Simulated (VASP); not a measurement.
MoSe2:

```
CELL_PARAMETERS angstrom
3.28800 0.00000 0.00000
-1.64400 2.84749 0.00000
0.00000 0.00000 12.90000
ATOMIC_POSITIONS crystal
Mo 0.66667 0.33333 0.75000
Mo 0.33333 0.66667 0.25000
Se 0.66667 0.33333 0.37500
Se 0.33333 0.66667 0.87500
Se 0.66667 0.33333 0.12500
Se 0.33333 0.66667 0.62500
```

| Quantity | Value |
| --- | --- |
| Program | VASP 6.6.1 |
| Task | relaxation of cell and atoms |
| Functional | PBE |
| Dispersion | D3 |
| Potentials or basis | VASP PAW PBE potentials, release 64 (Mo_sv, Se) |
| Cutoff | 600 eV |
| k mesh | 9 × 9 × 2 |
| Occupations | fermi-dirac, width 0.05 eV |
| Spin | no spin polarisation |

At the start: pressure 5.7 GPa; volume 20.13 Å³/atom.

Task: How do energy, volume and symmetry change on relaxing?

Result: Over 15 steps the energy falls by 22.6 meV/atom and the volume is 20.40 Å³/atom (+1.3 %); space group P6_3/mmc (No. 194, to 0.05 Å).

Step by step:
```tsv
step	energy change (eV)	largest force (eV/Å)	pressure (GPa)	volume (Å³)
1	0.0000	1.1246	5.66	120.78
2	0.3087	1.4908	-9.84	133.60
3	-0.1266	0.0613	-0.80	125.03
4	-0.1268	0.0973	-0.58	124.86
5	-0.1268	0.1147	-0.49	124.78
6	-0.1330	0.0611	-0.02	123.84
7	-0.1332	0.0513	0.05	123.67
8	-0.1332	0.0500	0.06	123.64
9	-0.1335	0.0068	-0.19	123.71
10	-0.1335	0.0006	-0.21	123.72
11	-0.1337	0.0005	-0.23	123.64
12	-0.1343	0.0016	-0.18	123.42
13	-0.1351	0.0031	-0.10	122.97
14	-0.1354	0.0063	0.05	122.07
15	-0.1355	0.0056	-0.02	122.41
```

Final structure:
```
Mo Se
1.0
     3.29414    0.00000    0.00000
    -1.64707    2.85281    0.00000
     0.00000    0.00000   13.02531
Mo Se
2 4
Direct
  0.66667 0.33333 0.75000
  0.33333 0.66667 0.25000
  0.66667 0.33333 0.37840
  0.33333 0.66667 0.87840
  0.66667 0.33333 0.12160
  0.33333 0.66667 0.62160
```
